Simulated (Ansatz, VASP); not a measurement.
# B in VASP and in Ansatz

```
B
1.0
     1.91005    0.00000    0.00000
     0.00000    1.91005    0.00000
     0.00000    0.00000    1.91005
B
1
Direct
  0.50000 0.50000 0.50000
```

Change from the starting cell: volume scaled by 1.04.

Alike in both runs: task single point; functional PBE; k mesh 14 × 14 × 14; occupations fermi-dirac, width 0.05 eV; no spin polarisation.

|  | VASP | Ansatz |
| --- | --- | --- |
| version | VASP 6.6.1 | Ansatz 0.2.0 |
| potentials or method | VASP PAW PBE potentials, release 64 (B) | Ansatz PAW |
| plane-wave cutoff (eV) | 520 | 420 |
| valence electrons in the cell | 3 | 3 |

|  | VASP | Ansatz | Ansatz less VASP |
| --- | --- | --- | --- |
| gap on the k mesh at the Fermi level (eV) | none | none | - |
| pressure (GPa) | -8.2 | -8.2 | -0.04 |

A gap of «none» marks a metal or a gap that the smearing closes.
